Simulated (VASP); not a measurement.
VASP 6.6.1 run: PbS

INCAR

```
ISIF = 2
LREAL = .FALSE.
LWAVE = .FALSE.
NSW = 0
IBRION = -1
NELM = 55
LCHARG = .FALSE.
PREC = High
EDIFF = 1E-7
ENCUT = 520
LASPH = .TRUE.
ISMEAR = 2
SIGMA = 0.005
NBANDS = 17
METAGGA = RTPSS
```

KPOINTS

```
KPOINTS created by Atomic Simulation Environment
0
Gamma
8 8 8
0 0 0
```

POSCAR

```
Pb S
 1.0000000000000000
     0.0000000000000000    3.1067219831999999    2.9575150054999999
     3.1067219831999999    0.0000000000000000    2.9575150054999999
     3.1067219831999999    3.1067219831999999    0.0000000000000000
 Pb  S
   1   1
Cartesian
  0.0000000000000000  0.0000000000000000  0.0000000000000000
  3.1067219831999999  3.1067219831999999  2.9575150054999995
```

The recommended PBE PAW datasets give the neutral cell 20 valence electrons.

Command

```
mpirun -np 1 vasp_std
```

OSZICAR

```
N       E                     dE             d eps       ncg     rms          rms(c)
DAV:   1     0.194855552654E+03    0.19486E+03   -0.95976E+03  2006   0.122E+03
DAV:   2     0.421076020987E+02   -0.15275E+03   -0.14690E+03  2101   0.310E+02
DAV:   3     0.307122837656E+02   -0.11395E+02   -0.11288E+02  2684   0.894E+01
DAV:   4     0.304632546735E+02   -0.24903E+00   -0.24881E+00  2503   0.143E+01
DAV:   5     0.304549927908E+02   -0.82619E-02   -0.82613E-02  2943   0.257E+00    0.548E+00
DAV:   6     0.337846293349E+02    0.33296E+01   -0.53402E+00  2123   0.265E+01    0.211E+00
DAV:   7     0.339508812761E+02    0.16625E+00   -0.51269E-01  3063   0.413E+00    0.129E+00
DAV:   8     0.339342702972E+02   -0.16611E-01   -0.23928E-01  2406   0.245E+00    0.887E-01
DAV:   9     0.339400046969E+02    0.57344E-02   -0.23496E-02  2491   0.112E+00    0.443E-01
DAV:  10     0.339387555615E+02   -0.12491E-02   -0.68726E-03  2474   0.573E-01    0.146E-01
DAV:  11     0.339386888695E+02   -0.66692E-04   -0.28987E-04  2641   0.168E-01    0.573E-02
DAV:  12     0.339386459997E+02   -0.42870E-04   -0.10182E-04  2292   0.903E-02    0.302E-02
DAV:  13     0.339386449566E+02   -0.10431E-05   -0.11759E-05  2518   0.171E-02    0.123E-02
DAV:  14     0.339386432169E+02   -0.17397E-05   -0.63309E-06  2472   0.161E-02    0.690E-03
DAV:  15     0.339386435069E+02    0.29002E-06   -0.28167E-07  2612   0.537E-03    0.560E-03
DAV:  16     0.339386438067E+02    0.29974E-06   -0.14239E-07  1938   0.170E-03    0.652E-04
DAV:  17     0.339386438646E+02    0.57939E-07   -0.18366E-08  1268   0.911E-04
   1 F= 0.33938644E+02 E0= 0.33938644E+02  d E =-.500143E-25
```

From OUTCAR

```
k-points           NKPTS =     59   k-points in BZ     NKDIM =     59   number of bands    NBANDS=     17

   NELECT =      20.0000    total number of electrons

   dimension x,y,z NGX =    32 NGY =   32 NGZ =   36
   dimension x,y,z NGXF=    36 NGYF=   36 NGZF=   40

  energy-cutoff  :      520.00
  volume of cell :       57.09
      direct lattice vectors                 reciprocal lattice vectors
     0.000000000  3.106721983  2.957515005    -0.160941340  0.160941340  0.169060850
     3.106721983  0.000000000  2.957515005     0.160941340 -0.160941340  0.169060850
     3.106721983  3.106721983  0.000000000     0.160941340  0.160941340 -0.169060850

 k-points in reciprocal lattice and weights: KPOINTS created by Atomic Simulation Env
   0.00000000  0.00000000  0.00000000       0.002
   0.12500000  0.00000000  0.00000000       0.016
   0.25000000  0.00000000  0.00000000       0.016
   0.37500000  0.00000000  0.00000000       0.016
   0.50000000  0.00000000  0.00000000       0.008
   0.12500000  0.12500000  0.00000000       0.004
   0.25000000  0.12500000  0.00000000       0.016
   0.37500000  0.12500000  0.00000000       0.016
   ...

 E-fermi :   4.6252

 k-point     1 :       0.0000    0.0000    0.0000
  band No.  band energies     occupation
      1     -12.1955      2.00000
      2     -12.1831      2.00000
      3     -12.1774      2.00000
      4     -12.1774      2.00000
      5     -12.1499      2.00000
      6      -8.5264      2.00000
      7      -1.5351      2.00000
      8       2.5915      2.00000
      9       2.9733      2.00000
     10       2.9733      2.00000
     11       9.3990      0.00000
     12       9.3990      0.00000
     13      10.4645      0.00000
     14      11.5050      0.00000
     15      11.5050      0.00000
     16      11.7985      0.00000
     17      12.8764      0.00000

 k-point     2 :       0.1250    0.0000    0.0000
  band No.  band energies     occupation
      1     -12.1941      2.00000
      2     -12.1849      2.00000
      3     -12.1754      2.00000
      4     -12.1728      2.00000
      5     -12.1517      2.00000
      6      -8.4133      2.00000
      7      -1.8807      2.00000
      8       2.7300      2.00000
      9       2.9843      2.00000
     10       3.1361      2.00000
     11       8.4125      0.00000
     12       8.7862      0.00000
     13       9.5950      0.00000
     14      11.3923      0.00000
     15      11.8850      0.00000
     16      12.0266      0.00000
     17      13.9049      0.00000

 k-point     3 :       0.2500    0.0000    0.0000
  band No.  band energies     occupation
      1     -12.1921      2.00000
      2     -12.1911      2.00000
      3     -12.1722      2.00000
      4     -12.1597      2.00000
      5     -12.1532      2.00000
      6      -8.1048      2.00000
      7      -2.6561      2.00000
      8       2.9268      2.00000
      9       3.0221      2.00000
     10       3.6073      2.00000
     11       6.9399      0.00000
     12       7.7811      0.00000
     13       8.3651      0.00000
     14      11.4727      0.00000
     15      12.7930      0.00000
     16      12.8190      0.00000
     17      15.6872      0.00000

 ...

  Total       -1.6795351     -1.6795351      0.0189362      0.0000000      0.0000000      0.0000000
  in kB      -47.1343933    -47.1343933      0.5314240      0.0000000      0.0000000      0.0000000
  external PRESSURE =     -31.2457876 kB  Pullay stress =       0.0000000 kB

 POSITION                                       TOTAL-FORCE (eV/Angst)
 -----------------------------------------------------------------------------------
      0.00000      0.00000      0.00000         0.000000      0.000000      0.000000
      3.10672      3.10672      2.95752        -0.000000     -0.000000     -0.000000
 -----------------------------------------------------------------------------------
    total drift:                               -0.000000     -0.000000      0.000000

  FREE ENERGIE OF THE ION-ELECTRON SYSTEM (eV)
  ---------------------------------------------------
  free  energy   TOTEN  =        33.9386438646 eV

  energy  without entropy=       33.9386438646  energy(sigma->0) =       33.93864386
```

It converged. Results: gap between bands v and c on the k mesh 0.59 eV; least direct gap on the k mesh 0.59 eV; pressure -3.1 GPa. Band v is the last that the valence electrons fill when counted band by band, and c is the next.

For comparison, a separate PBE run of the intended cell, on usual settings and not on those above, gives a gap of 0.60 eV on its mesh and a pressure of -2.2 GPa.

The run above took about 2.7 min on one core of a shared host (Intel Xeon Platinum 8488C) and held 0.17 GiB at most.
